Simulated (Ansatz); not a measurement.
MgSe (started from an entry of an open crystallographic database), relaxed with r2SCAN, was run in the plane-wave code Ansatz under altered settings. All numbers are computed, without spin polarisation but where a row says otherwise.

```xyz
2
Lattice="0.0000 2.7363 2.7363 2.7363 0.0000 2.7363 2.7363 2.7363 0.0000" Properties=species:S:1:pos:R:3 pbc="T T T"
Mg    0.0000    0.0000    0.0000
Se    2.7363    2.7363    2.7363
```

The base run's other keys:
```yaml
kpoints:
  mp_grid: { grid: [6, 6, 6] }
hamiltonian:
  xc: pbe
scf:
  occupations: { method: fixed }
  n_extra_bands: 4
```

It takes 6 iterations with 821 plane waves at 420 eV and 16 k points, and leaves a mean stress of +1.26 GPa. The gap over this mesh is 1.802 eV. It ran on 4 threads of Arm Neoverse N1 (shared host).

Outcomes, with energy and stress as changes against the base:
```csv
setting,outcome,ΔF (meV/atom),Δ mean stress (GPa),gap on the mesh (eV),iterations,wall time
scf.occupations: gaussian 0.2,converged,0.0,0.00,1.802,6,0.6 s
scf.mixing.preconditioner: none,converged,0.0,0.00,1.802,6,0.59 s
basis.xc_grid: 1,converged,0.0,0.00,1.802,6,0.6 s
"kpoints.mp_grid.shift: [0.5, 0.5, 0.5]","converged, warned",-2.6,-0.03,2.173,6,0.74 s
scf.mixing.preconditioner: kerker,converged,0.0,0.00,1.802,7,0.62 s
scf.mixing.beta: 1.0,converged,0.0,0.00,1.801,6,0.61 s
scf.mixing.ndim: 30,converged,0.0,0.00,1.802,6,0.59 s
scf.occupations: methfessel_paxton 0.2,converged,0.0,0.00,1.802,6,0.59 s
"kpoints.mp_grid.grid: [3, 3, 3]",converged,+146,+1.56,2.485,6,0.44 s
accuracy: high,converged,0.0,0.00,1.802,8,0.69 s
scf.n_extra_bands: 24,converged,0.0,0.00,1.802,6,0.75 s
scf.occupations: fermi_dirac 0.2,converged,-0.2,+0.01,1.803,6,0.59 s
hamiltonian.xc: mr2scan (cutoff then 500 eV),converged,–,-1.25,2.475,6,1.3 s
scf.occupations: methfessel_paxton 1.5,converged,+48,-0.58,1.805,6,0.6 s
```
A dash marks a value that wasn't obtained or can't be compared. Stress is positive in compression. Its mean hides that meshes of lower symmetry stress the axes unequally. The base took 0.74 s.

- kpoints.mp_grid.shift: [0.5, 0.5, 0.5]. The free energy moves by -2.6 meV an atom, the mean stress by -0.03 GPa and the gap on the mesh by +0.371 eV (to 2.173). The mesh breaks the crystal's symmetry, so the stress, and any force that symmetry no longer fixes, lose it too. The gap changes mostly because other points are sampled; a mesh that misses a band edge overestimates it. Warned: symmetry narrowed by mesh.
- kpoints.mp_grid.grid: [3, 3, 3]. The free energy moves by +146 meV an atom, the mean stress by +1.56 GPa and the gap on the mesh by +0.684 eV (to 2.485). The gap changes mostly because other points are sampled; a mesh that misses a band edge overestimates it. The mesh is too coarse.
- hamiltonian.xc: mr2scan. The cutoff follows the functional, from 420 to 500 eV. The mean stress moves by -1.25 GPa and the gap on the mesh by +0.674 eV (to 2.475). It's another functional on the same cell, so totals aren't comparable.
- scf.occupations: methfessel_paxton 1.5. The free energy moves by +48 meV an atom, the mean stress by -0.58 GPa and the gap on the mesh by +0.003 eV (to 1.805). The term −TS is +113 meV an atom, of a sign that arises since this scheme's broadening is partly negative. A width of 1.5 eV moves electrons across a gap of 1.80 eV: this is no longer the ground state.

Within 1 meV an atom, 0.1 GPa and 0.005 eV of the base stay: scf.occupations: gaussian 0.2; scf.mixing.preconditioner: none; basis.xc_grid: 1; scf.mixing.preconditioner: kerker; scf.mixing.beta: 1.0; scf.mixing.ndim: 30; scf.occupations: methfessel_paxton 0.2; accuracy: high; scf.n_extra_bands: 24; scf.occupations: fermi_dirac 0.2.

Spin-orbit coupling is left out.
